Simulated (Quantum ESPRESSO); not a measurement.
**PtSe2 (Sudovikovite): zone-centre phonons under several settings**

```
CELL_PARAMETERS angstrom
3.72400 0.00000 0.00000
-1.86200 3.22508 0.00000
0.00000 0.00000 5.06200
ATOMIC_POSITIONS crystal
Pt 0.00000 0.00000 0.00000
Se 0.66667 0.33333 0.75000
Se 0.33333 0.66667 0.25000
```

All runs used Quantum ESPRESSO 7.5; no spin polarisation; occupations fermi-dirac, width 0.05 eV.

| level | potentials | k mesh (s: shifted) | geometry | cutoff (eV) | volume (Å³/atom) | pressure (GPa) | lowest optical mode without the field (cm⁻¹) | highest optical mode without the field (cm⁻¹) |
| --- | --- | --- | --- | --- | --- | --- | --- | --- |
| PBEsol | PseudoDojo 0.4.1 SR PBEsol standard | 4 × 4 × 2s | relaxed cell | 1170 | ? | 0.0 | ? | ? |
| PBEsol | PseudoDojo 0.4.1 SR PBEsol standard | 4 × 4 × 2s | given cell, atoms relaxed | 1170 | 20.27 | 0.4 | 153 | 216 |
| LDA | GBRV 1.5 LDA | 8 × 8 × 4s | relaxed cell | 612 | 19.19 | -0.1 | 162 | 220 |

What stands in the row left open?

Volume 19.94 Å³/atom; lowest optical mode without the field 170 cm⁻¹; highest optical mode without the field 209 cm⁻¹.

Caveats: some runs use coarse meshes; the mesh is thin for the phonons of a metal; the layers were relaxed without a dispersion term, so their spacing and the soft interlayer modes are unreliable (some runs).

For the row left open. Caveat: the k mesh is coarse (spacing up to 0.62 Å⁻¹), so the values aren't converged; the mesh is thin for the phonons of a metal; the layers were relaxed without a dispersion term, so their spacing and the soft interlayer modes are unreliable.

The runs don't all hold the same shells in valence.
